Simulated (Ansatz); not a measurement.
## What strain does to NaF (zincblende)

Zincblende NaF, relaxed with r2SCAN in the PAW code Ansatz. The symmetry is F-43m (No. 216, cubic); conventional cell a = 5.063 Å, 16.22 Å³ an atom. Na has 4 F at 2.19 Å; F has 4 Na at 2.19 Å.

The axes x, y and z are those of this cell:
```yaml
crystal:
  lattice:
    - [0.00000, 2.53126, 2.53126]
    - [2.53126, 0.00000, 2.53126]
    - [2.53126, 2.53126, 0.00000]
  atoms:
    - { symbol: Na, position: [0.00000, 0.00000, 0.00000] }
    - { symbol: F, position: [0.25000, 0.25000, 0.25000] }
```

Unstrained: The PBE gap is direct at Γ: 5.628 eV. With r2SCAN the valence top lies at Γ–K (0.19 of the way from Γ) and the conduction bottom at Γ, 6.257 eV higher; the smallest vertical gap, at Γ, is 6.257 eV. Least and direct gap differ so little that the kind isn't settled. With HSE06 the gap is 7.664 eV and direct, at Γ. Meshes: PBE 8×8×8, r2SCAN 8×8×8, HSE06 6×6×6. Strains are changes of length per length. After each strain the atoms were relaxed again with r2SCAN within the symmetry that the strain leaves, so tilts or polar shifts that break it weren't tested; points keep the names that they have in the unstrained zone. Note: simulated data, non-magnetic, for a generated structure that need not be the stable one.

Changes of the least gap in eV (an overlap counts as a negative gap):
```
                                                                    strain  volume change (%)  space group  PBE  r2SCAN   HSE06  energy rise, r2SCAN (meV/atom)
                                              uniaxial +3.06 % along [111]               +3.1          R3m    –       –  -0.137                               –
epitaxial +3.36 % in the plane normal to [111], free normal strain -3.49 %               +3.1          R3m    –       –  -0.218                               –
             epitaxial -4.74 % in the xy plane, free normal strain +7.40 %               -2.5        I-4m2    –       –  +0.001                               –
```

Uniaxial +3.06 % along [111], other directions held. HSE06: the gap goes from 7.664 to 7.527 eV (-0.137 eV); with HSE06 the top three valence levels at Γ, degenerate before, become 2+1 from the top over 59 meV.

Epitaxial +3.36 % in the plane normal to [111], free normal strain -3.49 %. HSE06: the gap goes from 7.664 to 7.446 eV (-0.218 eV); with HSE06 the top three valence levels at Γ, degenerate before, become 1+2 from the top over 117 meV.

Epitaxial -4.74 % in the xy plane, free normal strain +7.40 %. HSE06: the gap goes from 7.664 to 7.665 eV (+0.001 eV); it turns from direct (Γ) to indirect (Γ–K (0.44) → Γ); least and direct gap lie within 0.04 eV, so its kind isn't settled; with HSE06 the top three valence levels at Γ, degenerate before, become 2+1 from the top over 110 meV.

Where an edge lies off the special points, it is a point of the mesh or the k point where a search put PBE's edge or least direct gap, reused for the other functionals, whose own edges may lie a little apart.

The meshes of the hybrids are coarse, so their gaps aren't converged to the digits shown.

The splittings at Γ are without spin-orbit coupling, which regroups them where it is of like size or larger.
